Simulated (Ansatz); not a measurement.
Os:

```
CELL_PARAMETERS angstrom
0.00000 1.94500 1.94500
1.94500 0.00000 1.94500
1.94500 1.94500 0.00000
ATOMIC_POSITIONS crystal
Os 0.00000 0.00000 0.00000
```

This isn't the form of Os at room conditions, which is hcp.

```yaml
Program: Ansatz 0.2.0
Task: relaxation of cell and atoms
Functional: m-r2SCAN
Potentials_or_basis: Ansatz NC
Cutoff: "1100 eV (not typed: the program's choice for these potentials)"
k_mesh: 12 × 12 × 12
Occupations: gaussian, width 0.05 eV
Spin: collinear spin, program default start
```

At the start: volume 14.72 Å³/atom.

Question: Where does the relaxation end?

Answer: It ends after 4 steps and the volume is 14.06 Å³/atom (-4.5 %); space group Fm-3m (No. 225, to 0.05 Å); moment 0.00 μB per cell.

Step by step:
```csv
step,energy change (eV),largest force (eV/Å),volume (Å³)
1,0.0000,0.0000,14.72
2,-0.0354,0.0000,14.18
3,-0.0367,0.0000,14.06
4,-0.0367,0.0000,14.06
```

Final structure:
```
Os
1.0
     0.00000    1.91562    1.91562
     1.91562    0.00000    1.91562
     1.91562    1.91562    0.00000
Os
1
Direct
  0.00000 0.00000 0.00000
```

Caveat: the magnetic or orbital state may not be the lowest; the plane-wave basis is chosen anew once the cell has moved, so the energies of steps on either side of that aren't comparable; the potentials were made for another functional, which shifts forces and pressure.
